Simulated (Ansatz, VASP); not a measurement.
# GeSe in VASP and in Ansatz

The input INCAR:

```
SYSTEM = GeSe
PREC = Accurate
ENCUT = 520
EDIFF = 1E-7
ISMEAR = 0
SIGMA = 0.1
LREAL = .False.
LASPH = .True.
NELM = 100
ALGO = Fast
ISIF = 2
LWAVE = .False.
LCHARG = .False.
GGA = PE
IVDW = 12
NBANDS = 50
```

File KPOINTS:

```
regular mesh
0
Gamma
  2 6 4
  0 0 0
```

The input POSCAR:

```
GeSe
1.0
   10.8330000000      0.0000000000      0.0000000000
    0.0000000000      3.8355000000      0.0000000000
    0.0000000000      0.0000000000      4.3954000000
Ge Se
4 4
Direct
    0.3789900000      0.7500000000      0.6113000000
    0.1210100000      0.2500000000      0.1113000000
    0.8789900000      0.7500000000      0.8887000000
    0.6210100000      0.2500000000      0.3887000000
    0.1465000000      0.7500000000      0.4976000000
    0.3535000000      0.2500000000      0.9976000000
    0.6465000000      0.7500000000      0.0024000000
    0.8535000000      0.2500000000      0.5024000000
```

Input for Ansatz:

```yaml
crystal:
  lattice:
    - [10.833, 0.0, 0.0]
    - [0.0, 3.8355, 0.0]
    - [0.0, 0.0, 4.3954]
  atoms:
    - { symbol: Ge, position: [0.37899, 0.75, 0.6113] }
    - { symbol: Ge, position: [0.12101, 0.25, 0.1113] }
    - { symbol: Ge, position: [0.87899, 0.75, 0.8887] }
    - { symbol: Ge, position: [0.62101, 0.25, 0.3887] }
    - { symbol: Se, position: [0.1465, 0.75, 0.4976] }
    - { symbol: Se, position: [0.3535, 0.25, 0.9976] }
    - { symbol: Se, position: [0.6465, 0.75, 0.0024] }
    - { symbol: Se, position: [0.8535, 0.25, 0.5024] }
basis:
  ecutwfc: 420
kpoints:
  mp_grid: { grid: [2, 6, 4] }
hamiltonian:
  xc: pbe
  dispersion: d3bj
scf:
  occupations: { method: gaussian, width: 0.1 }
output:
  forces: true
  stress: true
  eigenvalues: true
```

Alike in both runs: task single point; functional PBE; dispersion D3(BJ); k mesh 2 × 6 × 4; occupations gaussian, width 0.1 eV; no spin polarisation.

|  | VASP | Ansatz |
| --- | --- | --- |
| version | VASP 6.6.1 | Ansatz 0.2.0 |
| potentials or method | VASP PAW PBE potentials, release 64 (Ge_d, Se) | scalar-relativistic, plane waves, PAW |
| plane-wave cutoff (eV) | 520 | 420 |
| valence electrons in the cell | 80 | 120 |

Ansatz gave:

* gap on the k mesh at the Fermi level (eV): 0.80
* least direct gap on the mesh (eV): 0.80
* pressure (GPa): 2.5
* largest component of the traceless stress (GPa): 0.24
* rms of the force components (eV/Å): 0.044

Task: What did VASP give for the same quantities?

Result: gap on the k mesh at the Fermi level (eV): 0.80; least direct gap on the mesh (eV): 0.80; pressure (GPa): 2.6; largest component of the traceless stress (GPa): 0.25; rms of the force components (eV/Å): 0.053.

Atom by atom the forces differ by 0.011 eV/Å (rms over components). With one functional, cell and mesh, what is left measures potentials, basis and numerics. The two sets of potentials don't hold the same shells in valence. Ansatz warned: «dispersion_switch_in_reach».

A k mesh can miss the band edges.
